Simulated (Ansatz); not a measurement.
## Residual resistivity of an alloy: Au(111) with 4 layers of random Au-Ti, 2x2

Wanted: resistance against the alloy's length, first Au(111) with 4 layers of random Au-Ti, 2x2.

Calculated with Ansatz 0.2.0; Ansatz plane-wave DFT, PBE, PAW files; ballistic transport by layer matching (Landauer), zero bias; PAW set soft_1.

**1. The starting structure**

The cell holds 40 atoms: 38 Au and 2 Ti. Cell: a = 5.768 Å, b = 5.768 Å, c = 23.605 Å, α = 93.5°, β = 86.5°, γ = 120.0°. It derives from Au. Regions: lead, 24 atoms (24 Au); scattering region, 16 atoms (14 Au and 2 Ti). The structure is stacked along c, and the current runs across the ab planes.

**2. With 4 alloy layers**

In 4 layers a share of 0.125 of the sites is given to Ti at random. The layers about the cell's end stay perfect and serve as the lead. Energies from -0.05 to 0.05 eV in steps of 0.05 eV are too few for the program's thermal sum, so it prints no conductance; for a metal the transmission near the Fermi level serves, at a fraction of the cost.

File input.yaml:

```yaml
crystal:
  lattice:
    - [5.7675164607, 0.0, 0.0]
    - [-2.8837582304, 4.9948157718, 0.0]
    - [1.4418791152, -0.8324692953, 23.5457873532]
  atoms:
    - { symbol: Au, position: [0.9916666667, 0.0083333333, 0.05] }
    - { symbol: Au, position: [0.9916666667, 0.5083333333, 0.05] }
    - { symbol: Au, position: [0.4916666667, 0.0083333333, 0.05] }
    - { symbol: Au, position: [0.4916666667, 0.5083333333, 0.05] }
    - { symbol: Au, position: [0.1416666667, 0.3583333333, 0.15] }
    - { symbol: Au, position: [0.1416666667, 0.8583333333, 0.15] }
    - { symbol: Au, position: [0.6416666667, 0.3583333333, 0.15] }
    - { symbol: Au, position: [0.6416666667, 0.8583333333, 0.15] }
    - { symbol: Au, position: [0.2916666667, 0.2083333333, 0.25] }
    - { symbol: Au, position: [0.2916666667, 0.7083333333, 0.25] }
    - { symbol: Au, position: [0.7916666667, 0.2083333333, 0.25] }
    - { symbol: Au, position: [0.7916666667, 0.7083333333, 0.25] }
    - { symbol: Au, position: [0.9416666667, 0.0583333333, 0.35] }
    - { symbol: Au, position: [0.9416666667, 0.5583333333, 0.35] }
    - { symbol: Au, position: [0.4416666667, 0.0583333333, 0.35] }
    - { symbol: Au, position: [0.4416666667, 0.5583333333, 0.35] }
    - { symbol: Au, position: [0.0916666667, 0.4083333333, 0.45] }
    - { symbol: Au, position: [0.0916666667, 0.9083333333, 0.45] }
    - { symbol: Au, position: [0.5916666667, 0.4083333333, 0.45] }
    - { symbol: Au, position: [0.5916666667, 0.9083333333, 0.45] }
    - { symbol: Au, position: [0.2416666667, 0.2583333333, 0.55] }
    - { symbol: Au, position: [0.2416666667, 0.7583333333, 0.55] }
    - { symbol: Au, position: [0.7416666667, 0.2583333333, 0.55] }
    - { symbol: Au, position: [0.7416666667, 0.7583333333, 0.55] }
    - { symbol: Ti, position: [0.8916666667, 0.1083333333, 0.65] }
    - { symbol: Au, position: [0.8916666667, 0.6083333333, 0.65] }
    - { symbol: Au, position: [0.3916666667, 0.1083333333, 0.65] }
    - { symbol: Ti, position: [0.3916666667, 0.6083333333, 0.65] }
    - { symbol: Au, position: [0.0416666667, 0.4583333333, 0.75] }
    - { symbol: Au, position: [0.0416666667, 0.9583333333, 0.75] }
    - { symbol: Au, position: [0.5416666667, 0.4583333333, 0.75] }
    - { symbol: Au, position: [0.5416666667, 0.9583333333, 0.75] }
    - { symbol: Au, position: [0.1916666667, 0.3083333333, 0.85] }
    - { symbol: Au, position: [0.1916666667, 0.8083333333, 0.85] }
    - { symbol: Au, position: [0.6916666667, 0.3083333333, 0.85] }
    - { symbol: Au, position: [0.6916666667, 0.8083333333, 0.85] }
    - { symbol: Au, position: [0.8416666667, 0.1583333333, 0.95] }
    - { symbol: Au, position: [0.8416666667, 0.6583333333, 0.95] }
    - { symbol: Au, position: [0.3416666667, 0.1583333333, 0.95] }
    - { symbol: Au, position: [0.3416666667, 0.6583333333, 0.95] }
kpoints:
  mp_grid: { grid: [5, 5, 1] }
hamiltonian:
  xc: pbe
  pseudopotentials: { kind: paw, azcp: { folder: soft_1 } }
scf:
  occupations: { method: fermi_dirac, width: 0.1 }
output:
  transmission:
    leads: [[0, 4]]
    kmesh: [10, 10]
    e_range: [-0.05, 0.05]
    de: 0.05
  write_potential: true
  write_density: true
  volumetric_format: npy
```

On the command line:

```sh
$ ansatz run input.yaml --threads 4 --pin off --max-ram 15360MiB --backend cpu --events-out ev --progress --plain --runs-dir out
```

Numbers of over 12 decimals in the logs are rounded to 6 here.

Log:

```text
Engine: ansatz 0.2.0, aarch64-unknown-linux-gnu
Pseudopotentials: kind: paw
Pseudopotential: Au, paw, valence charge 19, recommended cutoff 420 eV (normal), soft_1/Au.paw.azcp
Pseudopotential: Ti, paw, valence charge 12, recommended cutoff 420 eV (normal), soft_1/Ti.paw.azcp
Functional definition: PBE
  parameter kappa = 0.804
  parameter beta = 0.066725
  exchange = pbe_x(kappa = kappa, mu = beta*pi^2/3)
  correlation = pbe_c(beta = beta)
Crystal: 40 atoms, lattice volume = 678.300 Å³
Basis set: ecut = 420 eV, 13321 PW (Γ)
Bands: 448, of which v1, the nominal top of the filled ones, is band 373 counted from 1 (372 counted from 0)
Symmetry: 8 space group operations
Space group: P2/m (ITA 10), of the structure as read, at distance tolerance 8.8e-5 Å
k-points: 9 of 25
Non-local potential: Au, projectors of the file, l = 0: 3, l = 1: 2, l = 2: 2, l = 3: 1
Non-local potential: Ti, projectors of the file, l = 0: 3, l = 1: 2, l = 2: 3, l = 3: 1
PAW form: soft (Blöchl's): semilocal exchange-correlation on the pseudo side does not see the compensation charge
PAW one-centre angular grid: Au, 590 points (default); XC on 64 Gauss nodes
PAW one-centre angular grid: Ti, 590 points (default); XC on 64 Gauss nodes
Initial density: superposition of atomic densities (chi_scale 0.1, normalization cell, long waves of neutral atoms (reshape's long-wave potential 5.25 eV rms, cloud 2.96 Å wide))
Initial wavefunctions: pseudopotential atomic-orbital guess
Functional: x = pbe(κ = 0.804, μ = 0.219515), c = pbe(β = 0.066725)
SCF iter   1: F=—  HF=-504835.702615 eV  |F-HF|=—  |Δ(HF+E_count)|=         —  Δρ=2.60e-1  dr2=2.28e3  ethr=3.10e-3  ⟨swp⟩=4.0  Hψ=11957  notcnv=0  defer=118
preconditioner: auto → Kerker (q_TF=auto, 2.772 Å⁻¹)  [metal: Δε(μ)=0.041 eV  Ē_g=9.171 eV  σ=0.100 eV  W_gap=0.10  n_scr=260 (ndim 8)  ℏωp=29.4 eV  f_vac=0.000  D(μ)=28.23/eV (n_scr^D=250)]
SCF iter   2: F=—  HF=-504763.512306 eV  |F-HF|=—  |Δ(HF+E_count)|=    7.22e1  Δρ=9.37e-2  dr2=6.75e1  ethr=3.10e-3  ⟨swp⟩=4.0  Hψ=9128  notcnv=0  defer=456
SCF iter   3: F=—  HF=-504752.402220 eV  |F-HF|=—  |Δ(HF+E_count)|=    1.11e1  Δρ=5.51e-2  dr2=2.43e1  ethr=3.10e-3  ⟨swp⟩=3.9  Hψ=6941  notcnv=0  defer=446
SCF iter   4: F=—  HF=-504750.290153 eV  |F-HF|=—  |Δ(HF+E_count)|=    2.11e0  Δρ=8.71e-2  dr2=3.19e2  ethr=3.10e-3  ⟨swp⟩=4.0  Hψ=10124  notcnv=0  defer=434  recentre
SCF iter   5: F=—  HF=-504746.144012 eV  |F-HF|=—  |Δ(HF+E_count)|=    4.15e0  Δρ=8.27e-3  dr2=4.83e0  ethr=3.10e-3  ⟨swp⟩=3.0  Hψ=7412  notcnv=0  defer=440
SCF iter   6: F=—  HF=-504745.935060 eV  |F-HF|=—  |Δ(HF+E_count)|=   2.09e-1  Δρ=3.58e-3  dr2=5.36e-1  ethr=6.47e-4  ⟨swp⟩=2.7  Hψ=4732  notcnv=0  defer=423
SCF iter   7: F=—  HF=-504745.911943 eV  |F-HF|=—  |Δ(HF+E_count)|=   2.31e-2  Δρ=2.08e-3  dr2=2.55e-1  ethr=7.19e-5  ⟨swp⟩=1.3  Hψ=3751  notcnv=0  defer=414
SCF iter   8: F=—  HF=-504745.904108 eV  |F-HF|=—  |Δ(HF+E_count)|=   7.84e-3  Δρ=6.00e-4  dr2=1.41e-2  ethr=3.42e-5  ⟨swp⟩=1.0  Hψ=3618  notcnv=0  defer=414
SCF iter   9: F=—  HF=-504745.903448 eV  |F-HF|=—  |Δ(HF+E_count)|=   6.60e-4  Δρ=3.98e-4  dr2=5.49e-3  ethr=1.88e-6  ⟨swp⟩=1.7  Hψ=3700  notcnv=0  defer=414
SCF iter  10: F=—  HF=-504745.903306 eV  |F-HF|=—  |Δ(HF+E_count)|=   1.41e-4  Δρ=7.51e-5  dr2=6.58e-5  ethr=7.35e-7  ⟨swp⟩=1.9  Hψ=3652  notcnv=0  defer=414
SCF iter  11: F=—  HF=-504745.902611 eV  |F-HF|=—  |Δ(HF+E_count)|=   6.96e-4  Δρ=1.19e-5  dr2=9.17e-6  ethr=8.82e-9  ⟨swp⟩=2.2  Hψ=6977  notcnv=0  defer=414
SCF iter  12: F=—  HF=-504745.902611 eV  |F-HF|=—  |Δ(HF+E_count)|=   2.47e-7  Δρ=4.94e-6  dr2=2.06e-6  ethr=1.23e-9  ⟨swp⟩=1.7  Hψ=3643  notcnv=0  defer=414
SCF iter  13: F=—  HF=-504745.902610 eV  |F-HF|=—  |Δ(HF+E_count)|=   8.14e-8  Δρ=1.39e-6  dr2=3.48e-7  ethr=2.76e-10  ⟨swp⟩=1.3  Hψ=3622  notcnv=0  defer=414
SCF iter  14: F=-504745.902610 eV  HF=-504745.902610 eV  |F-HF|=3.33e-8  |Δ(HF+E_count)|=   1.00e-8  Δρ=5.65e-7  dr2=3.40e-8  ethr=1.34e-11  ⟨swp⟩=10.1  Hψ=16048  notcnv=0
SCF 1 converged in 14 iterations: F = -504745.902610 eV  dr2 = 3.40e-8
  greatest PAW one-centre occupation: 1.000 electrons in one spin orbital (limit 2), on the Au atom at site 26 (counted from 0), in its partial waves of l = 0
transmission: 99 of 930 steps passed
transmission: 189 of 930 steps passed
[...]
transmission: 930 of 930 steps passed
SCF converged after 14 iterations
Free energy (F): -504745.902610 eV
Harris-Foulkes:  -504745.902610 eV  (|F-HF|=3.33e-8)
Internal energy: -504745.303820 eV  (E = F + TS)
E sigma→0 (E₀):  -504745.603215 eV
Entropy (-TS):   -0.598791 eV (-14.970 meV/atom)
Fermi energy:    20.426245 eV
--- Per-component energies (eV) ---
  E_band       = -8241.924253
  E_kinetic    = 22535.866831
  E_local      = -68539.892089  (includes V_loc(G=0)·N_el)
  E_nonlocal   = 3838.438920
  E_hartree    = 29779.095558
  E_xc         = -8426.152859
  E_vxc        = -10244.317014  (∫ρ·V_xc dr)
  E_paw        = -371879.079555  (= ΣΔE_a)
  E_vpaw       = -15390.261777  (= ΣTr[D̂ρ^β])
  E_aug_tail   = 0.064681  (compensation charges beyond the density's cutoff)
  E_ewald      = -112053.645306
  E_smearing   = -0.598791  (= −TS)
  E_closure    = -0.000000  (closes the sum)
  Σ components = -504745.902610   (vs F -504745.902610, Δ=0.00e0)
--- Band table (eV; the first three rows and the last of 9) ---
  k-point 0: bands = [... 369 lower, 20.3618, 20.4898, 20.5871, 20.9388, 20.9887, 21.0450, 21.1222, 21.1277, ... 71 higher]
  k-point 1: bands = [... 369 lower, 20.1047, 20.2719, 20.2899, 20.3236, 20.4715, 20.5671, 20.6078, 20.7720, ... 71 higher]
  k-point 2: bands = [... 369 lower, 20.1741, 20.2510, 20.3515, 20.3904, 20.4460, 20.5004, 20.6812, 20.7382, ... 71 higher]
  k-point 8: bands = [... 369 lower, 20.1347, 20.1373, 20.1851, 20.2190, 20.3016, 20.3312, 20.3670, 20.7259, ... 71 higher]
--- Transmission ---
  basis      : 253 plane waves across, 30 finite elements along
  points     : 31, standing for a mesh of 10 x 10
  energies   : 3 from -0.050000 to 0.050000 eV about the Fermi level, 0.050000 eV apart; the leads are filled to 0.000000 eV, and channels, transmission and decay are at 0.000000 eV
  crystal 0  : Au4, at the sites [0, 4], period 2.3546 Å, over 21.19 Å; its Hamiltonian steps by up to 6.8 meV
    offset         : up to 0.0000 Å between an atom of the period and one for which it stands
    channels       : 3.210000e0 a spin
    conductance    : none, the energies end too early or step too widely for 300 K: set another output.transmission.e_range or a lower de, or, where they end at an eighth of basis.ecutwfc, a higher one
  junction   : crystal 0 to crystal 0, 4.01 to 25.20 Å
    transmission   : 1.629870e0 a spin
    conductance    : none, the energies end too early or step too widely for 300 K: set another output.transmission.e_range or a lower de, or, where they end at an eighth of basis.ecutwfc, a higher one
```

Elapsed: 5.8 min, on 4 threads of Arm Neoverse V2, shared host; peak memory 5.5 GiB; 20 min of CPU time.

This step gave:

| Item | Value |
| --- | --- |
| free energy | -504745.9026 eV |
| energy at zero smearing | -504745.6032 eV |
| Fermi energy | 20.43 eV |
| cell area | 28.81 Å² |
| transmission per spin nearest the Fermi level | 1.630 |
| open channels per spin nearest the Fermi level | 3.21 |
| step of the lead's potential | 6.8 meV |

Per spin. Table of transmission, zone mean by energy, zero at the Fermi level:

| energy (eV) | transmission, zone mean |
| --- | --- |
| -0.0500 | 1.62 |
| 0.0000 | 1.63 |
| 0.0500 | 1.64 |

Per spin. The open channels, zone mean, lead stays at 3.21 for energy from -0.05 to 0.05 eV.

Transmission over k1 and k2. At 0.0000 eV from the Fermi level.

Ten even steps from '0' (0.92) to '9' (2.82):
```
3211076401
1141054540
0119364354
4003450446
9756515657
4644054300
0453463911
1045450141
3104670112
2310494013
```
Columns: k1 (b1) from -0.5 to 0.4; rows upwards: k2 (b2) from -0.5 to 0.4.

Open channels over k1 and k2. At 0.0000 eV from the Fermi level.

Values, 10 rows by 10 columns:
```
3.00 4.00 3.00 3.00 3.00 4.00 3.00 3.00 3.00 3.00
3.00 3.00 4.00 3.00 3.00 4.00 3.00 3.00 3.00 3.00
3.00 3.00 3.00 4.00 3.00 4.00 3.00 3.00 3.00 3.00
3.00 3.00 3.00 3.00 3.00 3.00 3.00 3.00 3.00 3.00
4.00 4.00 4.00 4.00 3.00 3.00 3.00 4.00 4.00 4.00
3.00 3.00 3.00 3.00 3.00 3.00 3.00 3.00 3.00 3.00
3.00 3.00 3.00 3.00 3.00 4.00 3.00 4.00 3.00 3.00
3.00 3.00 3.00 3.00 3.00 4.00 3.00 3.00 4.00 3.00
3.00 3.00 3.00 3.00 3.00 4.00 3.00 3.00 3.00 4.00
4.00 3.00 3.00 3.00 3.00 4.00 3.00 3.00 3.00 3.00
```
Columns: k1 (b1) from -0.5 to 0.4; rows upwards: k2 (b2) from -0.5 to 0.4.

Over the solved energies the transmission per spin lies between 1.62 and 1.64, out of 3.21 channels of the lead on average (up to 3.21).

**3. With 8 alloy layers**

In 8 layers a share of 0.125 of the sites is given to Ti at random. A fresh draw is used; the growth of the resistance with length is what counts.

System of this step: Au(111) with 8 layers of random Au-Ti, 2x2. The cell holds 56 atoms: 52 Au and 4 Ti. Cell: a = 5.768 Å, b = 5.768 Å, c = 33.006 Å, α = 87.5°, β = 92.5°, γ = 120.0°. It derives from Au. Regions: lead, 24 atoms (24 Au); scattering region, 32 atoms (28 Au and 4 Ti). The structure is stacked along c, and the current runs across the ab planes.

File input.yaml:

```yaml
crystal:
  lattice:
    - [5.7675164607, 0.0, 0.0]
    - [-2.8837582304, 4.9948157718, 0.0]
    - [-1.4418791152, 0.8324692953, 32.9641022945]
  atoms:
    - { symbol: Au, position: [0.005952381, 0.994047619, 0.0357142857] }
    - { symbol: Au, position: [0.005952381, 0.494047619, 0.0357142857] }
    - { symbol: Au, position: [0.505952381, 0.994047619, 0.0357142857] }
    - { symbol: Au, position: [0.505952381, 0.494047619, 0.0357142857] }
    - { symbol: Au, position: [0.1845238095, 0.3154761905, 0.1071428571] }
    - { symbol: Au, position: [0.1845238095, 0.8154761905, 0.1071428571] }
    - { symbol: Au, position: [0.6845238095, 0.3154761905, 0.1071428571] }
    - { symbol: Au, position: [0.6845238095, 0.8154761905, 0.1071428571] }
    - { symbol: Au, position: [0.3630952381, 0.1369047619, 0.1785714286] }
    - { symbol: Au, position: [0.3630952381, 0.6369047619, 0.1785714286] }
    - { symbol: Au, position: [0.8630952381, 0.1369047619, 0.1785714286] }
    - { symbol: Au, position: [0.8630952381, 0.6369047619, 0.1785714286] }
    - { symbol: Au, position: [0.0416666667, 0.9583333333, 0.25] }
    - { symbol: Au, position: [0.0416666667, 0.4583333333, 0.25] }
    - { symbol: Ti, position: [0.5416666667, 0.9583333333, 0.25] }
    - { symbol: Au, position: [0.5416666667, 0.4583333333, 0.25] }
    - { symbol: Au, position: [0.2202380952, 0.2797619048, 0.3214285714] }
    - { symbol: Au, position: [0.2202380952, 0.7797619048, 0.3214285714] }
    - { symbol: Au, position: [0.7202380952, 0.2797619048, 0.3214285714] }
    - { symbol: Au, position: [0.7202380952, 0.7797619048, 0.3214285714] }
    - { symbol: Au, position: [0.3988095238, 0.1011904762, 0.3928571429] }
    - { symbol: Au, position: [0.3988095238, 0.6011904762, 0.3928571429] }
    - { symbol: Au, position: [0.8988095238, 0.1011904762, 0.3928571429] }
    - { symbol: Au, position: [0.8988095238, 0.6011904762, 0.3928571429] }
    - { symbol: Au, position: [0.0773809524, 0.9226190476, 0.4642857143] }
    - { symbol: Au, position: [0.0773809524, 0.4226190476, 0.4642857143] }
    - { symbol: Au, position: [0.5773809524, 0.9226190476, 0.4642857143] }
    - { symbol: Au, position: [0.5773809524, 0.4226190476, 0.4642857143] }
    - { symbol: Ti, position: [0.255952381, 0.244047619, 0.5357142857] }
    - { symbol: Au, position: [0.255952381, 0.744047619, 0.5357142857] }
    - { symbol: Au, position: [0.755952381, 0.244047619, 0.5357142857] }
    - { symbol: Au, position: [0.755952381, 0.744047619, 0.5357142857] }
    - { symbol: Au, position: [0.4345238095, 0.0654761905, 0.6071428571] }
    - { symbol: Au, position: [0.4345238095, 0.5654761905, 0.6071428571] }
    - { symbol: Au, position: [0.9345238095, 0.0654761905, 0.6071428571] }
    - { symbol: Au, position: [0.9345238095, 0.5654761905, 0.6071428571] }
    - { symbol: Au, position: [0.1130952381, 0.8869047619, 0.6785714286] }
    - { symbol: Au, position: [0.1130952381, 0.3869047619, 0.6785714286] }
    - { symbol: Ti, position: [0.6130952381, 0.8869047619, 0.6785714286] }
    - { symbol: Au, position: [0.6130952381, 0.3869047619, 0.6785714286] }
    - { symbol: Au, position: [0.2916666667, 0.2083333333, 0.75] }
    - { symbol: Au, position: [0.2916666667, 0.7083333333, 0.75] }
    - { symbol: Au, position: [0.7916666667, 0.2083333333, 0.75] }
    - { symbol: Ti, position: [0.7916666667, 0.7083333333, 0.75] }
    - { symbol: Au, position: [0.4702380952, 0.0297619048, 0.8214285714] }
    - { symbol: Au, position: [0.4702380952, 0.5297619048, 0.8214285714] }
    - { symbol: Au, position: [0.9702380952, 0.0297619048, 0.8214285714] }
    - { symbol: Au, position: [0.9702380952, 0.5297619048, 0.8214285714] }
    - { symbol: Au, position: [0.1488095238, 0.8511904762, 0.8928571429] }
    - { symbol: Au, position: [0.1488095238, 0.3511904762, 0.8928571429] }
    - { symbol: Au, position: [0.6488095238, 0.8511904762, 0.8928571429] }
    - { symbol: Au, position: [0.6488095238, 0.3511904762, 0.8928571429] }
    - { symbol: Au, position: [0.3273809524, 0.1726190476, 0.9642857143] }
    - { symbol: Au, position: [0.3273809524, 0.6726190476, 0.9642857143] }
    - { symbol: Au, position: [0.8273809524, 0.1726190476, 0.9642857143] }
    - { symbol: Au, position: [0.8273809524, 0.6726190476, 0.9642857143] }
kpoints:
  mp_grid: { grid: [5, 5, 1] }
hamiltonian:
  xc: pbe
  pseudopotentials: { kind: paw, azcp: { folder: soft_1 } }
scf:
  occupations: { method: fermi_dirac, width: 0.1 }
output:
  transmission:
    leads: [[0, 4]]
    kmesh: [10, 10]
    e_range: [-0.05, 0.05]
    de: 0.05
  write_potential: true
  write_density: true
  volumetric_format: npy
```

Log:

```text
[...]
Crystal: 56 atoms, lattice volume = 949.619 Å³
Basis set: ecut = 420 eV, 18659 PW (Γ)
Bands: 622, of which v1, the nominal top of the filled ones, is band 518 counted from 1 (517 counted from 0)
Symmetry: 2 space group operations
[...]
k-points: 9 of 25 (time reversal used)
[...]
SCF iter   1: F=—  HF=-694006.261635 eV  |F-HF|=—  |Δ(HF+E_count)|=         —  Δρ=3.08e-1  dr2=3.64e3  ethr=3.10e-3  ⟨swp⟩=4.0  Hψ=16434  notcnv=0  defer=148
[...]
SCF iter  18: F=-693862.607728 eV  HF=-693862.607728 eV  |F-HF|=1.11e-8  |Δ(HF+E_count)|=   3.26e-9  Δρ=5.75e-7  dr2=1.18e-8  ethr=9.65e-12  ⟨swp⟩=10.0  Hψ=21798  notcnv=0
SCF 1 converged in 18 iterations: F = -693862.607728 eV  dr2 = 1.18e-8
[...]
transmission: 136 of 1333 steps passed
transmission: 268 of 1333 steps passed
[...]
transmission: 1333 of 1333 steps passed
SCF converged after 18 iterations
Free energy (F): -693862.607728 eV
[...]
Internal energy: -693861.376739 eV  (E = F + TS)
E sigma→0 (E₀):  -693861.992233 eV
Entropy (-TS):   -1.230988 eV (-21.982 meV/atom)
Fermi energy:    20.346338 eV
[...]
--- Band table (eV; the first three rows and the last of 9) ---
  k-point 0: bands = [... 514 lower, 20.5162, 20.5417, 20.5582, 20.5864, 20.5963, 20.7255, 20.7445, 20.7880, ... 100 higher]
  k-point 1: bands = [... 514 lower, 20.1727, 20.2646, 20.2929, 20.3080, 20.3444, 20.3930, 20.4374, 20.4920, ... 100 higher]
  k-point 2: bands = [... 514 lower, 20.1883, 20.2045, 20.2150, 20.2449, 20.3024, 20.3462, 20.3833, 20.4818, ... 100 higher]
  k-point 8: bands = [... 514 lower, 20.1176, 20.1444, 20.2146, 20.2834, 20.3509, 20.3786, 20.4510, 20.4560, ... 100 higher]
--- Transmission ---
  basis      : 253 plane waves across, 43 finite elements along
  points     : 31, standing for a mesh of 10 x 10
[...]
channels       : 3.210000e0 a spin
[...]
junction   : crystal 0 to crystal 0, 0.70 to 31.31 Å
    transmission   : 8.848215e-1 a spin
[...]
```

Run time: 14 min. Hardware: 4 threads; peak memory 9.8 GiB; 53 min of CPU time.

This step gave:

```
free energy                                   : -693862.6077 eV
energy at zero smearing                       : -693861.9922 eV
Fermi energy                                  : 20.35 eV
transmission per spin nearest the Fermi level : 0.8848
step of the lead's potential                  : 7.6 meV
```

Per spin. Transmission, zone mean against energy, zero at the Fermi level:

| energy (eV) | transmission, zone mean |
| --- | --- |
| -0.0500 | 1.08 |
| 0.0000 | 0.885 |
| 0.0500 | 0.707 |

Over the solved energies the transmission per spin lies between 0.707 and 1.08, out of 3.21 channels of the lead on average (up to 3.21).

[end of part 1 of 2]

[Logs are printed without paths, hosts, clocks, repeated set-up lines and the standing remarks that a program may print on its own settings, such as how far it seeks lower states.]

[Hosts, paths, dates, database ids (printed as entryN), source tags and the programs' standing remarks are cut or masked in the printed files.]
